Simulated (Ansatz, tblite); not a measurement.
## A script for TlCl (GFN1-xTB)

These are simulated results from tblite 0.8.0, not measurements. The cell began as a measured structure and was relaxed with r2SCAN+rVV10 in plane waves (Ansatz 0.2.0). All runs are without spin polarisation.

Space group Pm-3m (No. 221), cubic; a = 3.794 Å in the conventional setting, 27.30 Å³ an atom. Tl has 8 Cl at 3.29 Å; Cl has 8 Tl at 3.29 Å.

tblite solves periodic systems at the zone centre alone, so the script builds a cluster of 3×3×3 conventional cells (54 atoms), which folds in a coarse mesh of k points.

The script, run.py:

```python
import json
from ase import Atoms
from ase.build import make_supercell
from ase.units import Bohr, GPa, Hartree
from tblite.interface import Calculator

atoms = Atoms(['Tl', 'Cl'],
              cell=[[3.793635, 0.0, -0.0], [0.0, 3.793635, 0.0], [-0.0, 0.0, 3.793635]],
              scaled_positions=[[0.0, 0.0, -0.0], [0.5, 0.5, 0.5]],
              pbc=True)
cluster = make_supercell(atoms, [[3, 0, 0], [0, 3, 0], [0, 0, 3]])
calc = Calculator('GFN1-xTB', cluster.numbers, cluster.positions / Bohr, lattice=cluster.cell[:] / Bohr, periodic=cluster.pbc)
calc.set('temperature', 0.02 / Hartree)
calc.set('max-iter', 150)
res = calc.singlepoint()
levels = res.get('orbital-energies') * Hartree
nv = round(res.get('orbital-occupations').sum() / 2)
cells = len(cluster) // len(atoms)
out = {'energy_per_cell': res.get('energy') * Hartree / cells, 'homo': levels[nv - 1], 'lumo': levels[nv],
       'stress': (-res.get('virial') * Hartree / cluster.get_volume() / GPa).tolist(), 'charges': res.get('charges')[:len(atoms)].tolist(), 'electrons': 2 * nv / cells}
json.dump(out, open('results.json', 'w'))
for key, value in out.items():
    print(key, value)
```

Command: `python run.py`. It took 1.7 s on 1 thread of Arm Neoverse V1 (shared host), peak memory 0.11 GiB.

Output:

```
------------------------------------------------------------
  cycle        total energy    energy error   density error
------------------------------------------------------------
      1     -149.8649620620  -1.4954035E+02   3.7934810E-01
      2     -150.5974704895  -7.3250843E-01   1.1211169E-01
      3     -150.7623293351  -1.6485885E-01   1.0025629E-01
      4     -150.8446080559  -8.2278721E-02   7.2657192E-03
      5     -150.8428385555   1.7695004E-03   1.5237298E-02
      6     -150.8454211338  -2.5825783E-03   7.5104052E-04
      7     -150.8454269309  -5.7971148E-06   5.0799848E-06
      8     -150.8454269291   1.8569892E-09   1.4693814E-05
------------------------------------------------------------

 total:                                   1.042 sec
energy_per_cell -152.02641267324674
homo -14.670402716387395
lumo -8.631138265854068
stress [[-2.8875308479664135, -2.7127053535812393e-05, -2.712705353603425e-05], [-2.7127053535816032e-05, -2.887530847966433, -2.7127053531303108e-05], [-2.7127053536020692e-05, -2.712705353131453e-05, -2.887530847966439]]
charges [0.38094407065974734, -0.38101717325221773]
electrons 10.0
```

The cycle table is in hartree for the whole cluster, and the lines after it are in eV (the energy for one cell). The printed stress is in GPa and positive in compression, and the pressure is its mean diagonal.

GFN1-xTB gives a gap of 6.04 eV. On the same cell, plane-wave PBE (Ansatz, 6×6×6 k points and the special points) gives a gap of 1.99 eV and r2SCAN a gap of 2.42 eV; on shared hosts these took about 1.7 and 3.9 core-seconds on the 2-atom cell, against 1.7 for the script. Spin-orbit coupling, left out in all these runs, can cut or reorder the gap by tenths of an eV, up to about 1 eV with Pb or Bi. xTB was fitted to molecules, so gaps, charges and pressures of solids can be far off, and the gap also depends on the size of the cluster.

The same script was run on cells scaled at fixed shape and fractional coordinates:

```
volume (Å³/atom)  energy (meV/atom)  pressure (GPa, positive in compression)  gap (eV)
           24.02               11.3                                     4.95      7.03
           25.66              -14.2                                     0.32      6.65
           27.30                0.0                                    -2.89      6.04
           28.94               36.9                                    -3.47      5.52
           30.57               84.0                                    -6.39      5.08
```

A Birch-Murnaghan fit puts the minimum at 25.74 Å³/atom, 5.7 % below the given cell, with a bulk modulus of 58.7 GPa at fixed shape.

xTB was fitted mostly to molecules, and a small cluster samples few k points, so gaps, pressures and kinks along a curve can be far from a solid's.

Spin-orbit coupling is left out; in compounds of Pb, Bi, Tl or Hg it can lower a gap by up to about 1 eV, split its edges or invert the bands.
